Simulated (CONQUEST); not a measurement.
Au:

```
Au
1.0
     2.87792    0.00000    0.00000
     0.00000    2.87792    0.00000
     0.00000    0.00000    4.07000
Au
2
Direct
  0.00000 0.00000 0.00000
  0.50000 0.50000 0.50000
```

Program: CONQUEST 1.3. Alike in all runs: task single point; level PBE; no spin polarisation; cell as given; k mesh 9 × 9 × 7; smearing fermi-dirac 0.05 eV.

Task: Order these runs on this cell by their pressure, lowest first.
A. potentials or basis PseudoDojo NC PBE, SZ, grid cutoff 120 Ha
B. potentials or basis PseudoDojo NC PBE, DZP, grid cutoff 120 Ha
C. potentials or basis PseudoDojo NC PBE, SZP, grid cutoff 120 Ha
D. potentials or basis PseudoDojo NC PBE, DZ, grid cutoff 120 Ha

Result: D (9.0 GPa), B (11.5 GPa), C (14.9 GPa), A (35.7 GPa).

Caveats: the basis of atomic orbitals isn't converged, which shifts pressures, moduli and gaps; the real-space grid breaks the cell's symmetry a little; the atomic basis is small (some runs); the box holds several primitive cells, so bands are folded and the points are those of the box's own zone (some runs); a pressure of tens of GPa on the cell as given is suspect, and the run, the potentials or the cell itself is likely at fault (some runs).
